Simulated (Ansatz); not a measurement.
## GeF2 (model cell, started as rutile): relaxing the cell for a phonon run

Wanted: the relaxed cell of GeF2 (model cell, started as rutile).

Method: DFT PBE, scalar-relativistic, plane waves, PAW, in Ansatz 0.2.0.

The structure was built from a prototype and need not be the compound's stable phase.

**1. The structure**

Symmetry: P4_2/mnm, No. 136, tetragonal system. The conventional cell has a = 5.196 Å, b = 5.196 Å, c = 3.351 Å, α = 90.00°, β = 90.00°, γ = 90.00°. Ge has 6 F at 2.20 to 2.24 Å nearest. Nearest to F lie 3 Ge at 2.20 to 2.24 Å. Farther neighbours and most contacts between anions are not listed.

**2. A coarse first look**

First a cheap look: the gap decides the mesh and the occupations, the pressure tells how far the cell has to move.

Input file input.yaml:

```yaml
crystal:
  lattice:
    - [5.1959, 0.0, 0.0]
    - [0.0, 5.1959, 0.0]
    - [0.0, 0.0, 3.35136]
  atoms:
    - { symbol: Ge, position: [0.0, 0.0, 0.0] }
    - { symbol: Ge, position: [0.5, 0.5, 0.5] }
    - { symbol: F, position: [0.305, 0.305, 0.0] }
    - { symbol: F, position: [0.695, 0.695, 0.0] }
    - { symbol: F, position: [0.805, 0.195, 0.5] }
    - { symbol: F, position: [0.195, 0.805, 0.5] }
kpoints:
  mp_grid: { grid: [4, 4, 6] }
hamiltonian:
  xc: pbe
scf:
  occupations: { method: gaussian, width: 0.1 }
output:
  forces: true
  stress: true
  eigenvalues: true
```

Run with:

```sh
$ ansatz run input.yaml --threads 8 --pin off --max-ram 14336MiB --backend cpu --events-out ev --progress --plain --runs-dir out
```

Numbers of over 12 decimals in the logs are rounded to 6 here.

The program printed:

```text
Engine: ansatz 0.2.0, aarch64-unknown-linux-gnu
Pseudopotentials: kind: paw
Pseudopotential: Ge, paw, valence charge 14, recommended cutoff 420 eV (normal), Ge.paw.azcp
Pseudopotential: F, paw, valence charge 7, recommended cutoff 420 eV (normal), F.paw.azcp
Functional definition: PBE
  parameter kappa = 0.804
  parameter beta = 0.066725
  exchange = pbe_x(kappa = kappa, mu = beta*pi^2/3)
[...]
k-point 0: bands = [... 24 lower, 1.0393, 1.0393, 1.3611, 4.8447, 7.7654, 7.7654, 10.9086, 10.9086, ... 1 higher]
  k-point 1: bands = [... 24 lower, 1.0114, 1.2883, 1.8160, 4.9451, 8.3733, 8.3733, 10.1685, 10.9316, ... 1 higher]
  k-point 2: bands = [... 24 lower, 0.8905, 1.0680, 3.1575, 4.8519, 9.3605, 9.5786, 9.5786, 10.3066, ... 1 higher]
  k-point 23: bands = [... 24 lower, 0.9861, 0.9861, 3.6570, 3.6570, 9.7172, 9.7172, 9.7802, 9.7802, ... 1 higher]
[key lines of the parts left out:]
SCF converged after 7 iterations
Free energy (F): -11823.812816 eV
Fermi energy:    6.355250 eV
P = ⅓ Tr σ = 6.9834 GPa (69.834 kbar)
```

Run time: 0.63 s. Hardware: 8 threads of Arm Neoverse V2, shared host; peak memory 0.46 GiB.

A gap read on the k-mesh alone can miss the band edges.

This step gave:

* pressure: 6.983 GPa
* gap on the k-mesh: 2.820 eV
* volume per atom: 15.08 Å³
* direct gap on mesh: 2.921 eV

The coarse mesh shows a gap of 2.82 eV and a pressure of 7.0 GPa.

**3. Bringing the structure to rest**

Harmonic phonons are second derivatives at a point where the forces vanish, and they are wanted at zero stress, so atoms and cell are relaxed first.

input.yaml: that of step 2 with these lines changed.

```diff
@@ -17,3 +17,3 @@
 scf:
-  occupations: { method: gaussian, width: 0.1 }
+  occupations: { method: gaussian, width: 0.02 }
 output:
@@ -22 +22,10 @@
   eigenvalues: true
+  write_density: true
+  write_potential: true
+  elf: true
+  volumetric_format: npy
+relax:
+  adjacent_minimum: "off"
+  f_tol: 0.005
+  max_steps: 80
+  cell: { stress_tol: 0.05 }
```

The program printed:

```text
[...]
Crystal: 6 atoms, lattice volume = 90.478 Å³
Basis set: ecut = 420 eV, 1787 PW (Γ), exchange–correlation on 72×72×48 points (8 copies of the dense FFT grid, shifted against one another)
Bands: 34, of which v1, the nominal top of the filled ones, is band 28 counted from 1 (27 counted from 0)
Symmetry: 16 space group operations
[...]
k-points: 24 of 96
[...]
SCF iter   1: F=—  HF=-11823.812205 eV  |F-HF|=—  |Δ(HF+E_count)|=         —  Δρ=2.92e-3  dr2=2.07e-3  ethr=1.77e-3  ⟨swp⟩=6.1  Hψ=3155  notcnv=0
[...]
SCF iter   7: F=-11823.812816 eV  HF=-11823.812816 eV  |F-HF|=1.24e-9  |Δ(HF+E_count)|=   5.70e-9  Δρ=4.60e-6  dr2=9.44e-9  ethr=1.79e-10  ⟨swp⟩=10.2  Hψ=5361  notcnv=0
SCF 1 converged in 7 iterations: F = -11823.812816 eV  dr2 = 9.44e-9
[...]
relax step   1: F+E_penalty+E_count = -11823.81281645 eV  Δ(F+E_penalty+E_count) = +0.000e0 eV  max|allowed force component| = 2.257e-1 eV/Å  Δτ_max = 0.0000 Å  P = +6.983 GPa  Ω = 90.478 Å³  (7 SCF iters, dr2 threshold 1.00e-7 eV, accepted)
Crystal: 6 atoms, lattice volume = 96.195 Å³
Basis set: ecut = 420 eV, 1899 PW (Γ), exchange–correlation on 72×72×48 points (8 copies of the dense FFT grid, shifted against one another)
[...]
iter 1 solved again at ethr=8.35e-5 eV; its pass at ethr=3.10e-3 eV (dr2=4.68e-2 eV) is discarded
[...]
SCF iter   7: F=-11823.949961 eV  HF=-11823.949960 eV  |F-HF|=5.04e-8  |Δ(HF+E_count)|=   2.21e-6  Δρ=5.61e-6  dr2=3.28e-8  ethr=1.07e-9  ⟨swp⟩=9.0  Hψ=5730  notcnv=0
SCF 2 converged in 7 iterations: F = -11823.949961 eV  dr2 = 3.28e-8
relax step   2: F+E_penalty+E_count = -11823.94996052 eV  Δ(F+E_penalty+E_count) = -1.371e-1 eV  max|allowed force component| = 1.013e-1 eV/Å  Δτ_max = 0.0031 Å  P = +0.864 GPa  Ω = 96.195 Å³  energy of the carried Pulay correction = -1.826e-2 eV  (7 SCF iters, dr2 threshold 6.00e-7 eV, accepted)
Crystal: 6 atoms, lattice volume = 96.970 Å³
Basis set: ecut = 420 eV, 1931 PW (Γ), exchange–correlation on 72×72×48 points (8 copies of the dense FFT grid, shifted against one another)
[...]
SCF iter   5: F=-11823.956616 eV  HF=-11823.956616 eV  |F-HF|=1.70e-7  |Δ(HF+E_count)|=   9.59e-7  Δρ=2.46e-5  dr2=4.01e-7  ethr=1.07e-9  ⟨swp⟩=9.0  Hψ=5704  notcnv=0
SCF 3 converged in 5 iterations: F = -11823.956616 eV  dr2 = 4.01e-7
relax step   3: F+E_penalty+E_count = -11823.95661628 eV  Δ(F+E_penalty+E_count) = -6.656e-3 eV  max|allowed force component| = 6.674e-2 eV/Å  Δτ_max = 0.0037 Å  P = -0.026 GPa  Ω = 96.970 Å³  energy of the carried Pulay correction = -2.065e-2 eV  (5 SCF iters, dr2 threshold 6.00e-7 eV, accepted)
[... from here on, the SCF cycles and remarks between the steps are left out ...]
relax step   4: F+E_penalty+E_count = -11823.96092926 eV  Δ(F+E_penalty+E_count) = -4.313e-3 eV  max|allowed force component| = 2.373e-2 eV/Å  Δτ_max = 0.0145 Å  P = -0.045 GPa  Ω = 96.826 Å³  energy of the carried Pulay correction = -2.021e-2 eV  (5 SCF iters, dr2 threshold 6.00e-7 eV, accepted)
relax step   5: F+E_penalty+E_count = -11823.96286785 eV  Δ(F+E_penalty+E_count) = -1.939e-3 eV  max|allowed force component| = 7.561e-4 eV/Å  Δτ_max = 0.0053 Å  P = -0.005 GPa  Ω = 96.624 Å³  energy of the carried Pulay correction = -1.959e-2 eV  (4 SCF iters, dr2 threshold 2.81e-7 eV, accepted)
relax step   6: F+E_penalty+E_count = -11823.99673792 eV  Δ(F+E_penalty+E_count) = -3.387e-2 eV  max|allowed force component| = 1.527e-3 eV/Å  Δτ_max = 0.0000 Å  P = +0.655 GPa  Ω = 96.624 Å³  stress off target by 1.06e0 GPa  SCF on the basis re-selected at this cell (its energy is not comparable with the rows above)  (8 SCF iters)
relax step   7: F+E_penalty+E_count = -11823.99724289 eV  Δ(F+E_penalty+E_count) = -5.050e-4 eV  max|allowed force component| = 1.118e-3 eV/Å  Δτ_max = 0.0052 Å  P = +0.039 GPa  Ω = 97.361 Å³  energy of the carried Pulay correction = -2.309e-3 eV  (5 SCF iters, dr2 threshold 6.00e-7 eV, accepted)
relax step   8: F+E_penalty+E_count = -11823.99712789 eV  Δ(F+E_penalty+E_count) = +1.150e-4 eV  max|allowed force component| = 1.106e-4 eV/Å  Δτ_max = 0.0001 Å  P = -0.002 GPa  Ω = 97.403 Å³  energy of the carried Pulay correction = -2.441e-3 eV  (4 SCF iters, dr2 threshold 1.55e-8 eV, accepted)
relax step   9: F+E_penalty+E_count = -11823.99959824 eV  Δ(F+E_penalty+E_count) = -2.470e-3 eV  max|allowed force component| = 2.128e-4 eV/Å  Δτ_max = 0.0000 Å  P = +0.015 GPa  Ω = 97.403 Å³  stress off target by 7.19e-2 GPa  SCF on the basis re-selected at this cell (its energy is not comparable with the rows above)  (6 SCF iters)
relax step  10: F+E_penalty+E_count = -11823.99963146 eV  Δ(F+E_penalty+E_count) = -3.321e-5 eV  max|allowed force component| = 1.006e-4 eV/Å  Δτ_max = 0.0006 Å  P = -0.002 GPa  Ω = 97.407 Å³  energy of the carried Pulay correction = +2.916e-6 eV  (4 SCF iters, dr2 threshold 1.29e-8 eV, accepted)
[...]
SCF iter   1: F=—  HF=-11823.999180 eV  |F-HF|=—  |Δ(HF+E_count)|=         —  Δρ=1.53e-5  dr2=2.69e-8  ethr=2.03e-7  ⟨swp⟩=3.0  Hψ=4936  notcnv=0
eigensolver tolerance schedule: the retry pair's looser diagonalisation over-reported the residual by 4222.54 of it (diagonalisation noise at 0.38 of the residual, at the tolerance the schedule requests for it); recorded, not acted on — ethr = c·dr2/N_el stays at c = 1.0e-1
SCF iter   2: F=—  HF=-11823.999636 eV  |F-HF|=—  |Δ(HF+E_count)|=   4.56e-4  Δρ=7.82e-6  dr2=8.87e-9  ethr=4.80e-11  ⟨swp⟩=2.1  Hψ=1492  notcnv=0
[...]
SCF iter   5: F=-11823.999638 eV  HF=-11823.999638 eV  |F-HF|=3.95e-10  |Δ(HF+E_count)|=   1.45e-9  Δρ=3.49e-7  dr2=5.83e-11  ethr=1.00e-12  ⟨swp⟩=5.1  Hψ=3569  notcnv=0
SCF 11 converged in 5 iterations: F = -11823.999638 eV  dr2 = 5.83e-11
relax step  11: F+E_penalty+E_count = -11823.99963761 eV  Δ(F+E_penalty+E_count) = -6.158e-6 eV  max|allowed force component| = 1.167e-4 eV/Å  Δτ_max = 0.0000 Å  P = -0.002 GPa  Ω = 97.407 Å³  stress off target by 8.88e-3 GPa  SCF on the basis re-selected at this cell (its energy is not comparable with the rows above)  (5 SCF iters)
[...]
SCF converged after 5 iterations
Free energy (F): -11823.999638 eV
[...]
Internal energy: -11823.999638 eV  (E = F + TS)
E sigma→0 (E₀):  -11823.999638 eV
Fermi energy:    5.173743 eV
[...]
--- Forces (eV/Å), atoms counted from 1 ---
  atom   1  Ge     0.00000000     0.00000000     0.00000000
  atom   2  Ge     0.00000000     0.00000000     0.00000000
  atom   3  F     -0.00011669    -0.00011669     0.00000000
  atom   4  F      0.00011669     0.00011669     0.00000000
  atom   5  F     -0.00011669     0.00011669     0.00000000
  atom   6  F      0.00011669    -0.00011669     0.00000000
  max |Σ_I F_I| component: 0.00e0 eV/Å
--- Stress (GPa, compression-positive) ---
       -0.007633       0.000000       0.000000
        0.000000      -0.007633       0.000000
        0.000000       0.000000       0.008877
  P = ⅓ Tr σ = -0.0021 GPa (-0.021 kbar)
--- Band table (eV; the first three rows and the last of 24) ---
  k-point 0: bands = [... 24 lower, 0.5357, 0.5357, 0.8124, 3.5855, 6.6807, 6.6807, 9.3442, 9.8682, ... 2 higher]
  k-point 1: bands = [... 24 lower, 0.5016, 0.7423, 0.8822, 3.6668, 7.2185, 7.2185, 8.7596, 9.8530, ... 2 higher]
  k-point 2: bands = [... 24 lower, 0.3932, 0.5375, 2.0761, 3.5932, 8.1605, 8.3447, 8.3447, 9.0299, ... 2 higher]
  k-point 23: bands = [... 24 lower, 0.4925, 0.4925, 2.4900, 2.4900, 8.5352, 8.5352, 8.8052, 8.8052, ... 2 higher]
--- Relaxed structure (8 steps of the walk, 8 accepted, 3 SCFs on fresh bases) ---
  F+E_penalty+E_count = -11823.99963761 eV   max|allowed force component| = 1.167e-4 eV/Å   (the final SCF, on the basis selected at the relaxed cell)
  cell:  # Å, volume = 97.4074 Å³
    - [5.239046, 0, 0.0]
    - [0, 5.239046, 0.0]
    - [0.0, 0.0, 3.548848]
  atoms:
    - { symbol: Ge, position: [0, 0, 0.0] }
    - { symbol: Ge, position: [0.5, 0.5, 0.5] }
    - { symbol: F, position: [0.303027, 0.303027, 0.0] }
    - { symbol: F, position: [0.696973, 0.696973, 0.0] }
    - { symbol: F, position: [0.803027, 0.196973, 0.5] }
    - { symbol: F, position: [0.196973, 0.803027, 0.5] }
```

Wall time 7.4 s (8 threads); peak memory 0.51 GiB; 51 s of CPU time.

Relaxation path:

```csv
step,energy less that of the first step (eV),largest force component (eV/Å),pressure (GPa),volume (Å³)
1,0.0000,0.2257,6.98,90.48
2,-0.1371,0.1013,0.86,96.19
3,-0.1438,0.0667,-0.03,96.97
4,-0.1481,0.0237,-0.05,96.83
5,-0.1501,0.0008,0.00,96.62
6*,-0.1839,0.0015,0.66,96.62
7,-0.1844,0.0011,0.04,97.36
8,-0.1843,0.0001,0.00,97.40
9*,-0.1868,0.0002,0.01,97.40
10,-0.1868,0.0001,0.00,97.41
11*,-0.1868,0.0001,0.00,97.41
```

Relaxation steps marked * repeat the geometry before them on a plane-wave basis chosen anew for their cell, so energy and pressure can jump there.

The run keeps the 16 symmetry operations that it works with, so distortions that break them were not tested.

| conventional cell, symmetrised | before | after | change |
| --- | --- | --- | --- |
| a (Å) | 5.196 | 5.239 | +0.8 % |
| b (Å) | 5.196 | 5.239 | +0.8 % |
| c (Å) | 3.351 | 3.549 | +5.9 % |
| volume (Å³/atom) | 15.08 | 16.23 | +7.7 % |

The atoms that moved most (Å, as changes of fractional coordinates times the final cell):

```csv
atom,dx,dy,dz,length
F4,0.010,0.010,0.000,0.015
F3,-0.010,-0.010,0.000,0.015
F6,0.010,-0.010,0.000,0.015
F5,-0.010,0.010,0.000,0.015
```

Final coordinates:

```xyz
6
Lattice="5.2390 0.0000 0.0000 0.0000 5.2390 0.0000 0.0000 0.0000 3.5488" Properties=species:S:1:pos:R:3 pbc="T T T"
Ge    0.0000    0.0000    0.0000
Ge    2.6195    2.6195    1.7744
F     1.5876    1.5876    0.0000
F     3.6515    3.6515    0.0000
F     4.2071    1.0319    1.7744
F     1.0319    4.2071    1.7744
```

This step gave:

| Quantity | Value |
| --- | --- |
| pressure | -0.002130 GPa |
| gap on the k-mesh | 3.014 eV |
| volume per atom | 16.23 Å³ |
| direct gap on mesh | 3.095 eV |

Electrostatic potential energy in the ab plane at fractional z = 0.000, with atoms of Ge and F within 0.2 Å of it. With pseudopotentials it is smooth inside the atoms' cores, unlike the true potential.

Values in eV, 14 rows by 14 columns, each cell a mean:
```
-37 -29 -12   3   7   9  10  10  10   9   6  -2 -22 -34
-24 -17  -3   5   8   9  10  10   9   8   6   3  -9 -22
 -4   0   4   7   8   9   9   9   3 -16 -17  -1   3  -2
  5   6   7   8   9   9   9   8 -14 -37 -37 -17   6   6
  8   8   9   9   9   8   8   7 -15 -37 -37 -16   8   9
  9   9   9   9   9   8   8   7   2 -15 -14   3   9  10
 10  10  10   9   8   8   7   7   7   7   8   9  10  10
 10  10   9   5  -1   3   7   7   8   8   9   9  10  10
  9   9   5 -21 -33 -22   3   8   8   8   9   9   9   9
  7   8  -1 -33 -39 -33  -1   8   9   9   9   8   8   7
  2   4   2 -23 -33 -21   5   9   9   9   8   7   5   3
-14  -7   2   2  -1   5   9  10   9   9   7   4  -3 -12
-32 -24  -7   4   8   9  10  10   9   8   6   0 -17 -29
-39 -32 -14   2   7   9  10  10   9   8   5  -4 -24 -37
```
Columns run along a (5.2 Å; values clipped at the 3rd and 97th percentile), rows up along b (5.2 Å). Atoms in or near the plane, at fractional coordinates: Ge at (0.00, 0.00), F at (0.30, 0.30), F at (0.70, 0.70).

ELF in the ab plane at fractional z = 0.000, with atoms of Ge and F within 0.2 Å of it. It is the smooth field of the valence electrons, not physical close to the nuclei.

Ten even steps from '0' (0.00) to '9' (0.80), each cell a mean:
```
03530000111341
45420002565334
44200015999733
21000016988951
00000015988961
00000002799951
00233200256520
02688730011100
03899972000000
03896983000000
32699983000023
53368862000245
24323320001453
12530000002440
```
Columns run along a (5.2 Å), rows up along b (5.2 Å). Atoms in or near the plane, at fractional coordinates: Ge at (0.00, 0.00), F at (0.30, 0.30), F at (0.70, 0.70).

Valence density in the ab plane at fractional z = 0.000, with atoms of Ge and F within 0.2 Å of it. It is the smooth field of the valence electrons, not physical close to the nuclei.

Values in e/Å³, 14 rows by 14 columns, each cell a mean:
```
20  4  1  0  0  0  0  0  0  0  0  0  1 11
 2  1  0  0  0  0  0  0  0  0  0  0  0  1
 0  0  0  0  0  0  0  0  1  2  3  1  0  0
 0  0  0  0  0  0  0  0  2  9  9  3  0  0
 0  0  0  0  0  0  0  0  2  8  9  2  0  0
 0  0  0  0  0  0  0  0  1  2  2  1  0  0
 0  0  0  0  0  0  0  0  0  0  0  0  0  0
 0  0  0  1  1  1  0  0  0  0  0  0  0  0
 0  0  1  3  6  3  1  0  0  0  0  0  0  0
 0  0  1  6 12  6  1  0  0  0  0  0  0  0
 0  0  1  3  6  3  1  0  0  0  0  0  0  0
 1  0  0  1  1  1  0  0  0  0  0  0  0  1
 7  2  0  0  0  0  0  0  0  0  0  0  1  4
39  7  1  0  0  0  0  0  0  0  0  0  2 20
```
Columns run along a (5.2 Å), rows up along b (5.2 Å). Atoms in or near the plane, at fractional coordinates: Ge at (0.00, 0.00), F at (0.30, 0.30), F at (0.70, 0.70).

In this step the volume went from 15.08 to 16.23 Å³/atom.

**4. Tight relaxation**

Phonons need a cell at rest on their own settings, so the relaxation is repeated with tight tolerances on forces and stress, using the mesh and the filling of the phonon run that follows.

Input file input.yaml:

```yaml
crystal:
  lattice:
    - [5.2390464767, 0.0, 0.0]
    - [0.0, 5.2390464767, 0.0]
    - [0.0, 0.0, 3.5488479333]
  atoms:
    - { symbol: Ge, position: [0.0, 0.0, 0.0] }
    - { symbol: Ge, position: [0.5, 0.5, 0.5] }
    - { symbol: F, position: [0.3030272295, 0.3030272295, 0.0] }
    - { symbol: F, position: [0.6969727705, 0.6969727705, 0.0] }
    - { symbol: F, position: [0.8030272295, 0.1969727705, 0.5] }
    - { symbol: F, position: [0.1969727705, 0.8030272295, 0.5] }
kpoints:
  mp_grid: { grid: [4, 4, 8] }
hamiltonian:
  xc: pbe
scf:
  occupations: { method: fixed }
output:
  forces: true
  stress: true
  eigenvalues: true
relax:
  adjacent_minimum: "off"
  f_tol: 0.001
  max_steps: 60
  cell: { stress_tol: 0.01 }
```

The program printed:

```text
[...]
Crystal: 6 atoms, lattice volume = 97.407 Å³
Basis set: ecut = 420 eV, 1915 PW (Γ), exchange–correlation on 72×72×48 points (8 copies of the dense FFT grid, shifted against one another)
Bands: 34, of which v1, the nominal top of the filled ones, is band 28 counted from 1 (27 counted from 0)
[... 1 set-up line as in the run before ...]
[...]
k-points: 30 of 128
[...]
cell:  # Å, volume = 97.4074 Å³
    - [5.2390464767, 0.0, 0.0]
    - [0.0, 5.2390464767, 0.0]
    - [0.0, 0.0, 3.5488479333]
  atoms:
    - { symbol: Ge, position: [0.0, 0.0, 0.0] }
    - { symbol: Ge, position: [0.5, 0.5, 0.500000] }
    - { symbol: F, position: [0.3030272295, 0.3030272295, 0.0] }
    - { symbol: F, position: [0.6969727705, 0.6969727705, 0.0] }
    - { symbol: F, position: [0.803027, 0.196973, 0.500000] }
    - { symbol: F, position: [0.196973, 0.803027, 0.500000] }
[key lines of the parts left out:]
SCF converged after 6 iterations
Free energy (F): -11823.999783 eV
Fermi energy:    3.679640 eV
P = ⅓ Tr σ = -0.0013 GPa (-0.013 kbar)
```

Elapsed: 1.7 s, on 8 threads; peak memory 0.51 GiB.

Little changed from the start: no atom moved by 0.005 Å and no cell edge by 0.1 %.

This step gave:

| Item | Value |
| --- | --- |
| pressure | -0.001283 GPa |
| gap on the k-mesh | 3.001 eV |

The largest force component left is 0.091 meV/Å and the pressure is -0.001 GPa, within the tolerances set. The cell now holds 16.23 Å³/atom.

**5. Outcome**

```json
{"space group after relaxation (within 0.01 Å)": "P4_2/mnm", "lattice constant a": "5.239 Å", "lattice constant b": "5.239 Å", "lattice constant c": "3.549 Å", "volume per atom": "16.2 Å³", "gap on the k-mesh": "3.00 eV"}
```

What this shows: The largest force component left is 0.091 meV/Å and the pressure is -0.001 GPa, within the tolerances set. The cell now holds 16.23 Å³/atom. The relaxation keeps the symmetry of its start, so it says nothing on stability against lower symmetry. The starting cell was built on a prototype and not taken from a measurement, so the phase need not exist.

[Logs are printed without paths, hosts, clocks, repeated set-up lines and the standing remarks that a program may print on its own settings, such as how far it seeks lower states.]

[Hosts, paths, dates, database ids (printed as entryN), source tags and the programs' standing remarks are cut or masked in the printed files.]
